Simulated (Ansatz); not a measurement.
The system is SnO.

```xyz
4
Lattice="3.8137 0.0000 0.0000 0.0000 3.8137 0.0000 0.0000 0.0000 4.8869" Properties=species:S:1:pos:R:3 pbc="T T T"
Sn    1.9068    0.0000    3.7367
Sn    0.0000    1.9068    1.1503
O     0.0000    0.0000    0.0000
O     1.9068    1.9068    0.0000
```

The cell is a database's computed one.

Base run:

```yaml
Program: Ansatz 0.2.0
Functional: r2SCAN
Potentials_or_basis: Ansatz PAW
Cutoff: "500 eV (not typed: the program's choice for these potentials)"
k_mesh: 7 × 7 × 6
Occupations: fermi-dirac, width 0.05 eV
Spin: no spin polarisation
```

Its results: band gap on the k mesh 0.50 eV, indirect (least direct gap 2.41 eV); pressure -0.5 GPa; largest force 0.130 eV/Å.

The run is repeated on the same cell with these changes: functional from r2SCAN to LDA; cutoff from 500 eV (not typed: the program's choice for these potentials) to 420 eV (not typed: the program's choice for these potentials). What comes out?

Band gap on the k mesh 0.45 eV, indirect (least direct gap 2.01 eV); pressure -3.3 GPa; largest force 0.235 eV/Å.

Caveats: the k mesh misses the band edges, so the gap on the mesh is wider than the one along the path; spin-orbit coupling is left out, which moves the levels of the heavy elements; the PAW data sets come from PBE, with cores solved anew for the run's functional, which leaves a small shift of forces and pressure.
